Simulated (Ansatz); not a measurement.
# Si in W(100), 2x2: scattering by a point defect

How strong a scatterer is Si in W(100), 2x2, and does relaxation matter?

Main program and level: Ansatz 0.2.0; Ansatz plane-wave DFT, PBE, PAW files; ballistic transport by layer matching (Landauer), zero bias; PAW set soft_1.

### 1. Starting point

The cell holds 72 atoms: 71 W and 1 Si. Its edges and angles: a = 6.330 Å, b = 6.330 Å, c = 28.483 Å, α = 90.0°, β = 90.0°, γ = 90.0°. It derives from W. Regions: lead, 40 atoms (40 W); scattering region, 32 atoms (31 W and 1 Si). The structure is stacked along c, and the current runs across the ab planes.

### 2. Transmission at ideal sites

The defect sits in one plane of the supercell, all atoms on ideal sites; the layers about the cell's end are the lead. The mesh across the current, 8×8, is finer than the density's, because channels open and close sharply across the zone. Energies from -0.1 to 0.1 eV in steps of 0.05 eV are too few for the program's thermal sum, so it prints no conductance; for a metal the transmission near the Fermi level serves, at a fraction of the cost.

Input file input.yaml:

```yaml
crystal:
  lattice:
    - [6.3296, 0.0, 0.0]
    - [0.0, 6.3296, 0.0]
    - [0.0, 0.0, 28.4832]
  atoms:
    - { symbol: W, position: [0.0, 0.0, 0.0277777778] }
    - { symbol: W, position: [0.0, 0.5, 0.0277777778] }
    - { symbol: W, position: [0.5, 0.0, 0.0277777778] }
    - { symbol: W, position: [0.5, 0.5, 0.0277777778] }
    - { symbol: W, position: [0.25, 0.25, 0.0833333333] }
    - { symbol: W, position: [0.25, 0.75, 0.0833333333] }
    - { symbol: W, position: [0.75, 0.25, 0.0833333333] }
    - { symbol: W, position: [0.75, 0.75, 0.0833333333] }
    - { symbol: W, position: [0.0, 0.0, 0.1388888889] }
    - { symbol: W, position: [0.0, 0.5, 0.1388888889] }
    - { symbol: W, position: [0.5, 0.0, 0.1388888889] }
    - { symbol: W, position: [0.5, 0.5, 0.1388888889] }
    - { symbol: W, position: [0.25, 0.25, 0.1944444444] }
    - { symbol: W, position: [0.25, 0.75, 0.1944444444] }
    - { symbol: W, position: [0.75, 0.25, 0.1944444444] }
    - { symbol: W, position: [0.75, 0.75, 0.1944444444] }
    - { symbol: W, position: [0.0, 0.0, 0.25] }
    - { symbol: W, position: [0.0, 0.5, 0.25] }
    - { symbol: W, position: [0.5, 0.0, 0.25] }
    - { symbol: W, position: [0.5, 0.5, 0.25] }
    - { symbol: W, position: [0.25, 0.25, 0.3055555556] }
    - { symbol: W, position: [0.25, 0.75, 0.3055555556] }
    - { symbol: W, position: [0.75, 0.25, 0.3055555556] }
    - { symbol: W, position: [0.75, 0.75, 0.3055555556] }
    - { symbol: W, position: [0.0, 0.0, 0.3611111111] }
    - { symbol: W, position: [0.0, 0.5, 0.3611111111] }
    - { symbol: W, position: [0.5, 0.0, 0.3611111111] }
    - { symbol: W, position: [0.5, 0.5, 0.3611111111] }
    - { symbol: W, position: [0.25, 0.25, 0.4166666667] }
    - { symbol: W, position: [0.25, 0.75, 0.4166666667] }
    - { symbol: W, position: [0.75, 0.25, 0.4166666667] }
    - { symbol: W, position: [0.75, 0.75, 0.4166666667] }
    - { symbol: W, position: [0.0, 0.0, 0.4722222222] }
    - { symbol: W, position: [0.0, 0.5, 0.4722222222] }
    - { symbol: W, position: [0.5, 0.0, 0.4722222222] }
    - { symbol: W, position: [0.5, 0.5, 0.4722222222] }
    - { symbol: Si, position: [0.25, 0.25, 0.5277777778] }
    - { symbol: W, position: [0.25, 0.75, 0.5277777778] }
    - { symbol: W, position: [0.75, 0.25, 0.5277777778] }
    - { symbol: W, position: [0.75, 0.75, 0.5277777778] }
    - { symbol: W, position: [0.0, 0.0, 0.5833333333] }
    - { symbol: W, position: [0.0, 0.5, 0.5833333333] }
    - { symbol: W, position: [0.5, 0.0, 0.5833333333] }
    - { symbol: W, position: [0.5, 0.5, 0.5833333333] }
    - { symbol: W, position: [0.25, 0.25, 0.6388888889] }
    - { symbol: W, position: [0.25, 0.75, 0.6388888889] }
    - { symbol: W, position: [0.75, 0.25, 0.6388888889] }
    - { symbol: W, position: [0.75, 0.75, 0.6388888889] }
    - { symbol: W, position: [0.0, 0.0, 0.6944444444] }
    - { symbol: W, position: [0.0, 0.5, 0.6944444444] }
    - { symbol: W, position: [0.5, 0.0, 0.6944444444] }
    - { symbol: W, position: [0.5, 0.5, 0.6944444444] }
    - { symbol: W, position: [0.25, 0.25, 0.75] }
    - { symbol: W, position: [0.25, 0.75, 0.75] }
    - { symbol: W, position: [0.75, 0.25, 0.75] }
    - { symbol: W, position: [0.75, 0.75, 0.75] }
    - { symbol: W, position: [0.0, 0.0, 0.8055555556] }
    - { symbol: W, position: [0.0, 0.5, 0.8055555556] }
    - { symbol: W, position: [0.5, 0.0, 0.8055555556] }
    - { symbol: W, position: [0.5, 0.5, 0.8055555556] }
    - { symbol: W, position: [0.25, 0.25, 0.8611111111] }
    - { symbol: W, position: [0.25, 0.75, 0.8611111111] }
    - { symbol: W, position: [0.75, 0.25, 0.8611111111] }
    - { symbol: W, position: [0.75, 0.75, 0.8611111111] }
    - { symbol: W, position: [0.0, 0.0, 0.9166666667] }
    - { symbol: W, position: [0.0, 0.5, 0.9166666667] }
    - { symbol: W, position: [0.5, 0.0, 0.9166666667] }
    - { symbol: W, position: [0.5, 0.5, 0.9166666667] }
    - { symbol: W, position: [0.25, 0.25, 0.9722222222] }
    - { symbol: W, position: [0.25, 0.75, 0.9722222222] }
    - { symbol: W, position: [0.75, 0.25, 0.9722222222] }
    - { symbol: W, position: [0.75, 0.75, 0.9722222222] }
kpoints:
  mp_grid: { grid: [4, 4, 1] }
hamiltonian:
  xc: pbe
  pseudopotentials: { kind: paw, azcp: { folder: soft_1 } }
scf:
  occupations: { method: fermi_dirac, width: 0.1 }
output:
  transmission: { leads: [[0, 4]], kmesh: [8, 8], e_range: [-0.1, 0.1], de: 0.05 }
  write_potential: true
  write_density: true
  volumetric_format: npy
  elf: true
```

The run is started by

```
$ ansatz run input.yaml --threads 4 --pin off --max-ram 15360MiB --backend cpu --events-out ev --progress --plain --runs-dir out
```

Numbers of over 12 decimals in the logs are rounded to 6 here.

Output:

```text
Engine: ansatz 0.2.0, x86_64-unknown-linux-gnu
Pseudopotentials: kind: paw
Pseudopotential: W, paw, valence charge 14, recommended cutoff 420 eV (normal), soft_1/W.paw.azcp
Pseudopotential: Si, paw, valence charge 4, recommended cutoff 420 eV (normal), soft_1/Si.paw.azcp
Functional definition: PBE
  parameter kappa = 0.804
  parameter beta = 0.066725
  exchange = pbe_x(kappa = kappa, mu = beta*pi^2/3)
  correlation = pbe_c(beta = beta)
Crystal: 72 atoms, lattice volume = 1141.146 Å³
Basis set: ecut = 420 eV, 22299 PW (Γ)
Bands: 599, of which v1, the nominal top of the filled ones, is band 499 counted from 1 (498 counted from 0)
Symmetry: 16 space group operations
Space group: P4/mmm (ITA 123), of the structure as read, at distance tolerance 1.0e-4 Å
k-points: 6 of 16
Non-local potential: W, projectors of the file, l = 0: 3, l = 1: 2, l = 2: 2, l = 3: 1
Non-local potential: Si, projectors of the file, l = 0: 2, l = 1: 2, l = 2: 1
PAW form: soft (Blöchl's): semilocal exchange-correlation on the pseudo side does not see the compensation charge
PAW one-centre angular grid: W, 590 points (default); XC on 64 Gauss nodes
PAW one-centre angular grid: Si, 110 points (default); XC on 64 Gauss nodes
Initial density: superposition of atomic densities (chi_scale 0.1, normalization cell, long waves kept (reshape's long-wave potential 0.65 eV rms))
Initial wavefunctions: pseudopotential atomic-orbital guess
Functional: x = pbe(κ = 0.804, μ = 0.219515), c = pbe(β = 0.066725)
SCF iter   1: F=—  HF=-738056.686208 eV  |F-HF|=—  |Δ(HF+E_count)|=         —  Δρ=6.53e-2  dr2=7.62e2  ethr=3.10e-3  ⟨swp⟩=5.3  Hψ=13423  notcnv=0
preconditioner: auto → Kerker (q_TF=auto, 2.668 Å⁻¹)  [metal: Δε(μ)=0.028 eV  Ē_g=5.347 eV  σ=0.100 eV  W_gap=0.07  n_scr=372 (ndim 8)  ℏωp=22.8 eV  f_vac=0.000  D(μ)=33.96/eV (n_scr^D=264)]
SCF iter   2: F=—  HF=-738044.350151 eV  |F-HF|=—  |Δ(HF+E_count)|=    1.23e1  Δρ=4.01e-2  dr2=3.94e2  ethr=3.10e-3  ⟨swp⟩=2.0  Hψ=4620  notcnv=0  defer=11
SCF iter   3: F=—  HF=-738036.300695 eV  |F-HF|=—  |Δ(HF+E_count)|=    8.05e0  Δρ=6.50e-3  dr2=1.18e1  ethr=3.10e-3  ⟨swp⟩=3.0  Hψ=9691  notcnv=0  defer=13
SCF iter   4: F=—  HF=-738036.012969 eV  |F-HF|=—  |Δ(HF+E_count)|=   2.88e-1  Δρ=1.53e-3  dr2=8.31e-1  ethr=1.18e-3  ⟨swp⟩=1.2  Hψ=3775  notcnv=0  defer=13
SCF iter   5: F=—  HF=-738036.001338 eV  |F-HF|=—  |Δ(HF+E_count)|=   1.16e-2  Δρ=4.68e-4  dr2=5.56e-3  ethr=8.33e-5  ⟨swp⟩=1.5  Hψ=4281  notcnv=0  defer=12
SCF iter   6: F=—  HF=-738036.001131 eV  |F-HF|=—  |Δ(HF+E_count)|=   2.06e-4  Δρ=7.93e-5  dr2=1.04e-4  ethr=5.57e-7  ⟨swp⟩=2.0  Hψ=4775  notcnv=0  defer=12
SCF iter   7: F=—  HF=-738036.001134 eV  |F-HF|=—  |Δ(HF+E_count)|=   2.17e-6  Δρ=1.10e-5  dr2=9.31e-6  ethr=1.04e-8  ⟨swp⟩=2.0  Hψ=4891  notcnv=0  defer=12
SCF iter   8: F=—  HF=-738036.001605 eV  |F-HF|=—  |Δ(HF+E_count)|=   4.71e-4  Δρ=2.51e-6  dr2=1.27e-6  ethr=9.33e-10  ⟨swp⟩=1.7  Hψ=4114  notcnv=0  defer=12
SCF iter   9: F=-738036.001605 eV  HF=-738036.001605 eV  |F-HF|=5.73e-8  |Δ(HF+E_count)|=   6.65e-8  Δρ=5.76e-7  dr2=5.91e-8  ethr=1.00e-11  ⟨swp⟩=5.3  Hψ=9005  notcnv=0
SCF 1 converged in 9 iterations: F = -738036.001605 eV  dr2 = 5.91e-8
  greatest PAW one-centre occupation: 0.999 electrons in one spin orbital (limit 2), on the W atom at site 51 (counted from 0), in its partial waves of l = 0
transmission: 60 of 540 steps passed
transmission: 108 of 540 steps passed
[...]
transmission: 540 of 540 steps passed
SCF converged after 9 iterations
Free energy (F): -738036.001605 eV
Harris-Foulkes:  -738036.001605 eV  (|F-HF|=5.73e-8)
Internal energy: -738034.864474 eV  (E = F + TS)
E sigma→0 (E₀):  -738035.433039 eV
Entropy (-TS):   -1.137131 eV (-15.793 meV/atom)
Fermi energy:    22.225157 eV
--- Per-component energies (eV) ---
  E_band       = -6083.510081
  E_kinetic    = 29987.766348
  E_local      = -40140.960081  (includes V_loc(G=0)·N_el)
  E_nonlocal   = -1787.437852
  E_hartree    = 16938.180532
  E_xc         = -19068.174713
  E_vxc        = -16479.705337  (∫ρ·V_xc dr)
  E_paw        = -609539.503708  (= ΣΔE_a)
  E_vpaw       = -11539.537802  (= ΣTr[D̂ρ^β])
  E_aug_tail   = 0.010495  (compensation charges beyond the density's cutoff)
  E_ewald      = -114424.745494
  E_smearing   = -1.137131  (= −TS)
  E_closure    = 0.000000  (closes the sum)
  Σ components = -738036.001605   (vs F -738036.001605, Δ=0.00e0)
--- Band table (eV; the first three rows and the last of 6) ---
  k-point 0: bands = [... 495 lower, 22.1702, 22.1702, 22.1926, 22.2102, 22.2130, 22.2375, 22.2421, 22.2421, ... 96 higher]
  k-point 1: bands = [... 495 lower, 22.1028, 22.1511, 22.1800, 22.1898, 22.2175, 22.2241, 22.2589, 22.2838, ... 96 higher]
  k-point 2: bands = [... 495 lower, 22.0858, 22.2103, 22.3200, 22.3378, 22.3758, 22.4012, 22.4140, 22.4356, ... 96 higher]
  k-point 5: bands = [... 495 lower, 21.5166, 21.5692, 21.6277, 21.9194, 21.9194, 22.2805, 22.3550, 22.3550, ... 96 higher]
--- Transmission ---
  basis      : 349 plane waves across, 36 finite elements along
  points     : 15, standing for a mesh of 8 x 8
  energies   : 5 from -0.100000 to 0.100000 eV about the Fermi level, 0.050000 eV apart; the leads are filled to 0.000000 eV, and channels, transmission and decay are at 0.000000 eV
  crystal 0  : W4, at the sites [0, 4], period 1.5824 Å, over 26.90 Å; its Hamiltonian steps by up to 6.0 meV
    offset         : up to 0.0000 Å between an atom of the period and one for which it stands
    channels       : 5.281250e0 a spin
    conductance    : none, the energies end too early or step too widely for 300 K: set another output.transmission.e_range or a lower de, or, where they end at an eighth of basis.ecutwfc, a higher one
    slowest decay  : 0.0383 /Å at (0.5000, 0.5000)
  junction   : crystal 0 to crystal 0, 0.88 to 27.79 Å
    transmission   : 3.382341e0 a spin
    conductance    : none, the energies end too early or step too widely for 300 K: set another output.transmission.e_range or a lower de, or, where they end at an eighth of basis.ecutwfc, a higher one
```

Wall time 4 min (4 threads of Intel Xeon Platinum 8375C at 2.90GHz (Ice Lake), shared host); peak memory 11 GiB.

Reading the cycles: dr2 is the Hartree energy of the density residual (eV), the measure of convergence; HF is the Harris–Foulkes estimate of the energy, which meets the free energy F at convergence.

This step gave:

```yaml
free_energy: -738036.0016 eV
energy_at_zero_smearing: -738035.4330 eV
fermi_energy: 22.23 eV
cell_area: 40.06 Å²
transmission_per_spin_nearest_the_fermi_level: 3.382
open_channels_per_spin_nearest_the_fermi_level: 5.281
step_of_the_lead_s_potential: 6 meV
```

Per spin. The transmission, zone mean by energy, zero at the Fermi level:

```csv
energy (eV),"transmission, zone mean"
-0.1000,3.17
-0.0500,3.25
0.0000,3.38
0.0500,3.55
0.1000,3.59
```

Per spin. Table of open channels, zone mean, lead by energy, zero at the Fermi level:

```csv
energy (eV),"open channels, zone mean, lead"
-0.1000,4.72
-0.0500,4.66
0.0000,5.28
0.0500,5.66
0.1000,5.53
```

Transmission over k1 and k2. At 0.0000 eV from the Fermi level.

Values, 8 rows by 8 columns:
```
 0.91  0.95  1.77  2.81  3.65  2.81  1.77  0.95
 1.92  1.77  1.08  3.34  5.10  3.34  1.08  1.77
 2.47  2.81  3.34  8.56  9.82  8.56  3.34  2.81
 2.63  3.65  5.10  9.82 10.00  9.82  5.10  3.65
 2.47  2.81  3.34  8.56  9.82  8.56  3.34  2.81
 1.92  1.77  1.08  3.34  5.10  3.34  1.08  1.77
 0.91  0.95  1.77  2.81  3.65  2.81  1.77  0.95
 0.00  0.91  1.92  2.47  2.63  2.47  1.92  0.91
```
Columns: k1 (b1) from -0.5 to 0.375; rows upwards: k2 (b2) from -0.5 to 0.375.

Open channels over k1 and k2. At 0.0000 eV from the Fermi level.

Ten even steps from '0' (0.0) to '9' (14.0):
```
10223220
12155512
22599952
23599953
22599952
12155512
10223220
01122211
```
Columns: k1 (b1) from -0.5 to 0.375; rows upwards: k2 (b2) from -0.5 to 0.375.

ELF in the ca plane at fractional y = 0.250, with atoms of W and Si within 0.2 Å of it. It is the smooth field of the valence electrons, not physical close to the nuclei.

Values, 9 rows by 16 columns, each cell a mean:
```
0.42 0.43 0.26 0.39 0.45 0.28 0.35 0.47 0.28 0.28 0.47 0.35 0.28 0.45 0.39 0.26
0.34 0.33 0.54 0.38 0.33 0.52 0.43 0.35 0.47 0.47 0.35 0.43 0.51 0.33 0.38 0.54
0.34 0.32 0.51 0.39 0.30 0.49 0.43 0.31 0.47 0.47 0.31 0.44 0.49 0.30 0.39 0.51
0.40 0.41 0.30 0.36 0.44 0.30 0.33 0.47 0.29 0.29 0.47 0.33 0.30 0.45 0.36 0.30
0.46 0.46 0.34 0.45 0.45 0.36 0.44 0.43 0.44 0.44 0.43 0.44 0.36 0.45 0.45 0.34
0.37 0.38 0.41 0.35 0.42 0.39 0.35 0.45 0.57 0.57 0.44 0.36 0.39 0.42 0.35 0.41
0.33 0.31 0.45 0.39 0.29 0.45 0.43 0.39 0.46 0.46 0.39 0.43 0.45 0.29 0.39 0.45
0.35 0.36 0.51 0.36 0.39 0.47 0.39 0.44 0.55 0.55 0.44 0.39 0.47 0.39 0.36 0.50
0.45 0.45 0.30 0.43 0.45 0.32 0.41 0.43 0.49 0.49 0.43 0.41 0.32 0.45 0.43 0.30
```
Columns run along c (16.0 Å, from fractional 0.22 to 0.78 of the cell), rows up along a (6.3 Å). Atoms in or near the plane, at fractional coordinates: W at (0.31, 0.25), W at (0.31, 0.75), W at (0.42, 0.25), W at (0.42, 0.75), Si at (0.53, 0.25), W at (0.53, 0.75), W at (0.64, 0.25), W at (0.64, 0.75), W at (0.75, 0.25), W at (0.75, 0.75).

Electrostatic potential energy in the ca plane at fractional y = 0.250, with atoms of W and Si within 0.2 Å of it. With pseudopotentials it is smooth inside the atoms' cores, unlike the true potential.

Ten even steps from '0' (-24 eV) to '9' (23 eV), each cell a mean:
```
99999999999999999999999999999999999999999999
89999755689999755799998655799998656899997556
58998300269997200279995100389984101589973002
27996100038985000058983000169972000279961000
27996100038985000059983000169972000279961000
58998410269997300379996201389985101589973102
89999755689999755799998655799998656899997556
99999999999999999999999999999999999999999999
99999999999999999999999999999999999999999999
99999987899999877899999989999999878999998878
69998522479998522589998645799996323699985224
38997200048995100159996232489973000389962000
27996000038984000048995275289972000279951000
38997200048996100169996232489973000389962000
69998632479998522589998645799996323699985324
99999987899999877899999999999999878999999878
99999999999999999999999999999999999999999999
```
Columns run along c (16.0 Å, from fractional 0.22 to 0.78 of the cell; values clipped at the 3rd and 97th percentile), rows up along a (6.3 Å). Atoms in or near the plane, at fractional coordinates: W at (0.31, 0.25), W at (0.31, 0.75), W at (0.42, 0.25), W at (0.42, 0.75), Si at (0.53, 0.25), W at (0.53, 0.75), W at (0.64, 0.25), W at (0.64, 0.75), W at (0.75, 0.25), W at (0.75, 0.75).

Valence density in the ca plane at fractional y = 0.250, with atoms of W and Si within 0.2 Å of it. It is the smooth field of the valence electrons, not physical close to the nuclei.

Ten even steps from '0' (0.2 e/Å³) to '9' (5.6 e/Å³), each cell a mean:
```
00000000000000000000000000000000000000000000
00000011000000011000000011000000111000000110
10000266410000366300001465200001575100002664
30000599820001699610002899500003998300005998
30000499720001699610002899500003998300005998
10000256410000366300001465200001564100002564
00000011000000011000000011000000111000000110
00000000000000000000000000000000000000000000
00000000000000000000000000000000000000000000
00000000000000000000000000000000000000000000
00000133200000133100000000000001232000001332
20000389610001599510000000000002797200004896
30000599820001699610000000000003999300015998
20000389610001588510000000000002797200004896
00000133200000133100000000000000232000001332
00000000000000000000000000000000000000000000
00000000000000000000000000000000000000000000
```
Columns run along c (16.0 Å, from fractional 0.22 to 0.78 of the cell), rows up along a (6.3 Å). Atoms in or near the plane, at fractional coordinates: W at (0.31, 0.25), W at (0.31, 0.75), W at (0.42, 0.25), W at (0.42, 0.75), Si at (0.53, 0.25), W at (0.53, 0.75), W at (0.64, 0.25), W at (0.64, 0.75), W at (0.75, 0.25), W at (0.75, 0.75).

Over the solved energies the transmission per spin lies between 3.17 and 3.59, out of 5.17 channels of the lead on average (up to 5.66).

### 3. Resistance at ideal sites

This step: Ansatz plane-wave DFT, PBE, PAW files; ballistic transport by layer matching (Landauer), zero bias; area resistance of the defect plane and resistivity an atomic per cent; PAW set soft_1 (Ansatz 0.2.0).

This step gave:

```
area resistance                                                                                 : 0.5300 fΩ m²
T over the leads' mean channel count                                                            : 0.6524
resistivity per at.% scaled from this dense plane, with the factor 3/4 for isotropic scattering : 10.05 µΩ cm
```

Averaged over the energies near the Fermi level, 65.2 % of the channels pass, which makes 0.530 fΩ m².

By hand, with T and the leads' channels N averaged over the energies near the Fermi level: RA = A (h/2e²)(1/T − 1/N) = 40.06×10⁻²⁰ m² × 12 906 Ω × (1/3.391 − 1/5.198) = 0.530 fΩ m². Per atomic per cent: RA × A / V_atom × 0.01 × 3/4 = 10.0 µΩ cm, with the host's V_atom = 15.85 Å³.

### 4. Results

| Item | Value |
| --- | --- |
| share of channels that pass, rigid | 0.652 |
| area resistance, rigid | 0.530 fΩ m² |
| resistivity per at.% from the area resistance, times 3/4, rigid | 10.0 µΩ cm |

What this shows: The plane of defects adds 0.53 fΩ m². Scaled to one atomic per cent that is 13 µΩ cm as it stands and 10 with the factor 3/4 for isotropic scattering on a spherical Fermi surface; with the reflection in place of the resistance taken as linear in the density it would be 6.6. These are rough estimates of the dilute value, not bounds. One Si in each 2x2 cell reflects 35 % of the lead's channels. The defects form a dense periodic sheet that scatters coherently, unlike a dilute random alloy. T and N are means over the solved energies nearest the Fermi level. Spin-orbit coupling is left out, which matters for W.

[Logs are printed without paths, hosts, clocks, repeated set-up lines and the standing remarks that a program may print on its own settings, such as how far it seeks lower states.]

[Hosts, paths, dates, database ids (printed as entryN), source tags and the programs' standing remarks are cut or masked in the printed files.]
